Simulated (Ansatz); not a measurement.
Geometry optimisation, Ansatz, DFT PBEsol, scalar-relativistic, plane waves, PAW.

Input file:

```yaml
crystal:
  lattice:
    - [0.0, 5.43, 5.43]
    - [5.43, 0.0, 5.43]
    - [5.43, 5.43, 0.0]
  atoms:
    - { symbol: Si, position: [0.0, 0.0, 0.0] }
    - { symbol: Si, position: [0.125, 0.125, 0.125] }
    - { symbol: Si, position: [0.0, 0.0, 0.5] }
    - { symbol: Si, position: [0.125, 0.125, 0.625] }
    - { symbol: Si, position: [0.0, 0.5, 0.0] }
    - { symbol: Si, position: [0.125, 0.625, 0.125] }
    - { symbol: Si, position: [0.0, 0.5, 0.5] }
    - { symbol: Si, position: [0.125, 0.625, 0.625] }
    - { symbol: Si, position: [0.5, 0.0, 0.0] }
    - { symbol: Si, position: [0.625, 0.125, 0.125] }
    - { symbol: Si, position: [0.5, 0.0, 0.5] }
    - { symbol: Si, position: [0.625, 0.125, 0.625] }
    - { symbol: Si, position: [0.5, 0.5, 0.0] }
    - { symbol: Si, position: [0.625, 0.625, 0.125] }
    - { symbol: Si, position: [0.5, 0.5, 0.5] }
    - { symbol: Si, position: [0.625, 0.625, 0.625] }
    - { symbol: H, position: [0.26063771, 0.24166655, 0.24929997], spin: 1.0 }
magnetization:
  spin_polarized: true
basis:
  ecutwfc: 420.0
kpoints:
  mp_grid: { grid: [2, 2, 2] }
hamiltonian:
  xc: pbesol
scf:
  occupations: { method: gaussian, width: 0.05 }
  lower_state_search: "off"
relax:
  f_tol: 0.03
  max_steps: 60
  adjacent_minimum: "off"
```

Launched with:

```bash
$ ansatz run input.yaml --threads 2 --pin off --max-ram 5120MiB --backend cpu --events-out ev --progress --plain --runs-dir out
```

Question: Where does it end, and by what steps?

Answer: The run converged. The force dipped under the threshold on the way, but the program's further checks kept it going. Limits of this set-up: coarse k mesh, a small cell, in which the defect meets its images, a typed lattice constant that wasn't relaxed here. After 12 steps the energy has fallen by 0.129 eV; Si10 moved furthest, 0.41 Å. Joined: Si10–H17 (2.28 → 1.64 Å).

```
step  energy less start (eV)  largest force component (eV/Å)  accepted
   0                  0.0000                           0.329       yes
   1                 -0.0376                           0.088       yes
   2                 -0.0403                           0.018       yes
   3                 -0.0406                           0.018       yes
   4                 -0.0410                           0.022       yes
   5                 -0.0448                           0.038       yes
   6                 -0.0603                           0.084       yes
   7                 -0.1084                           0.082       yes
   8                 -0.0009                           0.956        no
   9                 -0.1194                           0.121       yes
  10                 -0.1251                           0.094       yes
  11                 -0.1278                           0.046       yes
  12                 -0.1288                           0.017       yes
```

```xyz
17
Lattice="0.0000 5.4300 5.4300 5.4300 0.0000 5.4300 5.4300 5.4300 0.0000" Properties=species:S:1:pos:R:3
Si 0.101 -0.101 -0.102
Si 1.328 1.321 1.320
Si 2.679 2.751 0.041
Si 4.109 4.102 1.320
Si 2.680 0.042 2.749
Si 4.110 1.320 4.100
Si 5.388 2.750 2.749
Si 6.765 4.095 4.093
Si -0.073 2.673 2.670
Si 1.592 3.839 3.836
Si 2.757 5.504 2.670
Si 4.038 6.822 4.105
Si 2.758 2.672 5.501
Si 4.039 4.108 6.818
Si 5.403 5.458 5.454
Si 6.752 6.822 6.818
H 2.540 2.892 2.885
```

Whether the end is a true minimum wasn't checked by a vibrational analysis.

Run time: 50 s on 2 threads of Intel(R) Xeon(R) 6975P-C (Granite Rapids), with other jobs on the host, peak memory 0.74 GiB.
